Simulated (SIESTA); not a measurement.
Runs of SIESTA 5.4.2 on W. Symmetry: Im-3m, No. 229, cubic system. Conventional cell: a = 3.165 Å, b = 3.165 Å, c = 3.165 Å, α = 90.00°, β = 90.00°, γ = 90.00°. W (site symmetry m-3m) has 8 W at 2.74 Å as nearest neighbours. 

| potentials or basis | gap on the mesh (eV) | pressure (GPa) |
| --- | --- | --- |
| PseudoDojo 0.4 stringent (PBE files), DZP (energy shift 0.003 Ry; two zetas on semicore shells) | none | 9.9 |
| SG15 1.2 (PBE files) or PseudoDojo by element, DZP (energy shift 0.003 Ry; two zetas on semicore shells) | none | -9.2 |
| SPMS 1.0 (PBE files) or PseudoDojo by element, DZP (energy shift 0.003 Ry; two zetas on semicore shells) | none | (a) |
| PseudoDojo 0.4 standard (PBE files), DZP (energy shift 0.003 Ry; two zetas on semicore shells) | none | 9.9 |

Alike in all rows: task band structure; level PBE; no spin polarisation; cell as given; k mesh 12 × 12 × 12; smearing fermi-dirac 0.05 eV; grid cutoff 800 Ry; energy shift 0.003 Ry.

Task: Fill in the values left out.

Result: (a) 7.2.

Caveats: spin-orbit coupling is left out, which moves the levels of the heavy elements; the basis of atomic orbitals isn't converged, which shifts pressures, moduli and gaps; short orbitals over semicore shells can move pressures by several GPa (some runs); the valence orbitals were made in a potential fitted to the semicore shell under them, which widens gaps by tenths of an eV or more (some runs).

A k mesh can miss the band edges, and the runs leave out spin-orbit coupling on W.

A gap of «none» marks a metal or a gap under the smearing width.

The runs don't all hold the same shells in valence.
